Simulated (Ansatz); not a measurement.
**Hf2C5: balancing the decomposition**

All numbers below come from DFT PBE, scalar-relativistic, plane waves, PAW in Ansatz. All cells share a 420 eV cutoff and Γ-centred k meshes spaced about 0.3 Å⁻¹ or finer (0.25 for metals, 2π included). No spin polarisation.

Formation energies are uncorrected and refer to the elements' standard structures at the same level.

All energies are static (0 K, no zero-point motion). Spin–orbit coupling, which can matter for Hf, is left out. The reference form of C is held partly by dispersion forces, which this level lacks.

A trial structure of Hf2C5 (reached from: Ta2O5 type (C2); relaxed: space group C2 (No. 5), a = 4.834 Å, b = 4.669 Å, c = 7.543 Å, β = 100.2°) has a formation energy of 0.041 eV/atom. It holds C–C units of three or more atoms (shortest 1.31 Å). At its composition the lowest mixture among the elements and 1 reference phase computed alike (others may be missing) consists of these:

```
      phase   source  ΔE_f (eV/atom)
  C (solid)  element           0.000
HfC (Fm-3m)      COD          -0.918
```

Q: Write the balanced decomposition and find its energy per atom, per formula unit and per mole of formula units.

A: Balancing Hf and C gives Hf2C5 → 3 C + 2 HfC. The left side holds 7 atoms, and the products take 3/7 (C) and 4/7 (HfC) of them. The mixture therefore lies at 3/7 × (0.000) + 4/7 × (-0.918) = -0.525 eV/atom. The reaction energy is -0.525 − (0.041) = -0.566 eV/atom. Times 7 atoms that is -3.962 eV per Hf2C5, and times 96.485 it is -382 kJ per mole of Hf2C5. Decomposition is downhill, so the trial structure is unstable against this mixture.

The trial Hf2C5 lies slightly above the elements themselves, so almost all of the -0.566 eV/atom released on decomposition comes from forming HfC. In the rock-salt carbide, each carbon is surrounded by hafnium, and strong Hf 5d–C 2p bonding states are filled while the antibonding ones stay largely empty. The surplus carbon then does best as graphite, with its delocalised sp2 network. The trial cell achieves neither arrangement fully. Its shortest C–C contact, 1.31 Å, suggests multiple bonding within the carbon units, which probably ties up carbon orbitals that would otherwise bind hafnium, without recovering the stability of graphite.

The result fits the known Hf–C system, where the monocarbide coexists with graphite and no carbon-richer bulk carbide is established. Any competing phase missing from the comparison could only lower the decomposition limit further, so the verdict on this structure does not depend on a complete list. It does not exclude a lower-energy arrangement at the same composition, nor does it settle whether this one could persist behind a kinetic barrier.
